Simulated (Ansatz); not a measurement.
A run of Ansatz 0.2.0 is set up as follows.

input.yaml

```yaml
crystal:
  lattice:
    - [3.9975858431, 0.0, 0.0]
    - [-1.9987929216, 3.462010894, 0.0]
    - [0.0, 0.0, 6.59937795]
  atoms:
    - { symbol: Ge, position: [0.3333333333, 0.6666666667, 0.93709875] }
    - { symbol: Ge, position: [0.6666666667, 0.3333333333, 0.43709875] }
    - { symbol: Ge, position: [0.3333333333, 0.6666666667, 0.56290125] }
    - { symbol: Ge, position: [0.6666666667, 0.3333333333, 0.06290125] }
hamiltonian:
  xc: pbe
  pseudopotentials: { kind: paw }
kpoints:
  mp_grid: { grid: [8, 8, 4] }
scf:
  occupations: { method: fermi_dirac, width: 0.05 }
output:
  forces: true
  stress: true
  eigenvalues: true
  write_density: true
  write_potential: true
  elf: true
  volumetric_format: npy
```

Potentials or basis: Ansatz PAW.

The run is started by

```console
$ ansatz run input.yaml --threads 2 --pin off --max-ram 5120MiB --backend cpu --events-out ev --progress --plain --runs-dir out
```

**Question.** Estimate the pressure.

**Answer.** 2.9 GPa.

**Question.** Estimate the band gap on the k mesh.

**Answer.** 0.13 eV, direct.

Forces in eV/Å, atoms in the order of the input:
```
Ge   0.000  0.000 -0.014
Ge   0.000  0.000 -0.014
Ge   0.000  0.000  0.014
Ge   0.000  0.000  0.014
```

A k mesh can miss the band edges.
